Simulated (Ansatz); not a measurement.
C (Fd-3m): elasticity against pressure

```
C
1.0
     0.00000    1.77690    1.77690
     1.77690    0.00000    1.77690
     1.77690    1.77690    0.00000
C
2
Direct
  0.50000 0.50000 0.50000
  0.75000 0.75000 0.75000
```

This is the zero-pressure cell. At each pressure cell and atoms are relaxed in this structure, and the constants are slopes of the stress at strains of ±0.005 with relaxed ions (the coefficients that govern stability under load). Level: PBEsol, PAW on Ansatz 0.2.0's default frozen-core files (fitted under PBE), scalar-relativistic; k mesh 10×10×10, strains of ±0.005, fixed occupations, cutoff 420 eV. P is the pressure of the relaxed cell, less that of this one.

```
P (GPa)    V/V₀  C11 (GPa)  C12 (GPa)  C44 (GPa)
   0.00  1.0000     1071.0      139.5      573.0
   0.98  0.9978     1075.5      142.8      575.9
   1.96  0.9957     1080.9      146.1      579.5
   4.00  0.9913     1091.2      152.3      585.3
   7.00       ?          ?          ?          ?
  10.00  0.9789     1119.3      168.1      600.2
  15.00  0.9690     1145.3      183.4      613.7
```

Q: Does the bulk modulus from the constants agree with the pressure-volume curve?

A: A third-order Birch-Murnaghan fit to the volumes shown (F against f, f = [(V₀/V)^(2/3) − 1]/2) gives B₀ = 450.1 GPa and B′ = 3.7. Its −V dP/dV stands beside (C11 + 2C12)/3:

```
P (GPa)  from P(V)  from the constants
   0.00      450.1               450.0
   0.98      453.7               453.7
   1.96      457.3               457.7
   4.00      464.8               465.3
  10.00      486.6               485.2
  15.00      504.6               504.0
```

Q: What are the pressure derivatives at zero pressure?

A: Slopes at V₀ of quadratic fits in −ln(V/V₀) through the first four rows shown, divided by B₀: dC11/dP = 5.0, dC12/dP = 3.5, dC44/dP = 3.4. The mean slopes up to 2.0 GPa are 5.1, 3.3, 3.3; curvature and scatter of the constants part the two. The combination (dC11/dP + 2 dC12/dP)/3 = 4.0 stands against B′.

Q: Fill the row at 7.00 GPa.

A: Cubic fits in −ln(V/V₀) through all rows shown give C11 = 1105.1, C12 = 160.3, C44 = 592.9 GPa. Computed: V/V₀ = 0.9850, C11 (GPa) = 1106.1, C12 (GPa) = 160.6, C44 (GPa) = 592.9.

Q: Does a shear stiffness soften?

A: C44 goes from 573.0 to 613.7 GPa; (C11 − C12)/2 goes from 465.7 to 481.0 GPa. Neither ends more than 3 % under its start, and the lattice stays mechanically stable over this range.

Known limits: no other phase was computed; many crystals of this kind change structure within this range, and rows or crossings beyond such a change describe a metastable lattice; frozen-core PAW files fitted under PBE, their cores solved anew for the functional of the run; phonons weren't checked at these pressures.
